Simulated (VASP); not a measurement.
Here is a VASP 6.6.1 calculation.

The input POSCAR:

```
SnTe
1.0
   -0.0489562160      3.1893300331      3.1893300331
    3.1893300331     -0.0489562160      3.1893300331
    3.1403738171      3.1403738171      0.0000000000
Sn Te
1 1
Direct
    0.0000000000      0.0000000000      0.0000000000
    0.5000000000      0.5000000000      0.5000000000
```

INCAR.step1

```
ALGO     = Normal         # electronic algorithm
EDIFF    = 1E-4           # SCF threshold, eV
ENCUT    = 520            # plane-wave cutoff, eV
GGA      = PE             # functional
ISMEAR   = -1             # smearing method
LASPH    = True           # aspherical terms in the spheres
LCHARG   = False          # write CHGCAR
LREAL    = False          # projectors in reciprocal space
LWAVE    = True           # write WAVECAR
NBANDS   = 17             # bands
NELM     = 100            # most SCF steps
PREC     = Accurate       # precision mode
SIGMA    = 0.02           # smearing width, eV
```

File INCAR.step2:

```
ALGO     = Normal         # electronic algorithm
EDIFF    = 1E-7           # SCF threshold, eV
ENCUT    = 520            # plane-wave cutoff, eV
ISIF     = 2              # what is computed and relaxed
ISMEAR   = -1             # smearing method
ISTART   = 1            
LASPH    = True           # aspherical terms in the spheres
LCHARG   = True           # write CHGCAR
LELF     = True           # ELF
LMIXTAU  = True         
LREAL    = False          # projectors in reciprocal space
LVHAR    = True         
LWAVE    = False          # write WAVECAR
METAGGA  = R2SCAN         # meta-GGA
NBANDS   = 17             # bands
NELM     = 100            # most SCF steps
PREC     = Accurate       # precision mode
SIGMA    = 0.02           # smearing width, eV
```

Contents of KPOINTS:

```
k-points
0
Gamma
  8 8 8
```

Potentials or basis: VASP PAW PBE potentials, release 64 (Sn_d, Te).

The run is started by

```bash
$ cat potpaw_PBE.64/Sn_d/POTCAR potpaw_PBE.64/Te/POTCAR > POTCAR
$ cp INCAR.step1 INCAR
$ mpirun -np 1 vasp_std > vasp.out
$ cp INCAR.step2 INCAR
$ mpirun -np 1 vasp_std > vasp.out
```

Problem. Estimate the pressure.

Solution. -0.1 GPa.

Problem. Predict the band gap on the k mesh.

Solution. None (metal or under the smearing width).

Stress tensor (GPa, compression positive):
```
-0.13  0.45  0.00
 0.45 -0.13  0.00
 0.00  0.00 -0.18
```

Caveat: the PAW data sets were made with another functional, which shifts forces and pressure a little. Spin-orbit coupling is left out, which matters for the levels of Te.
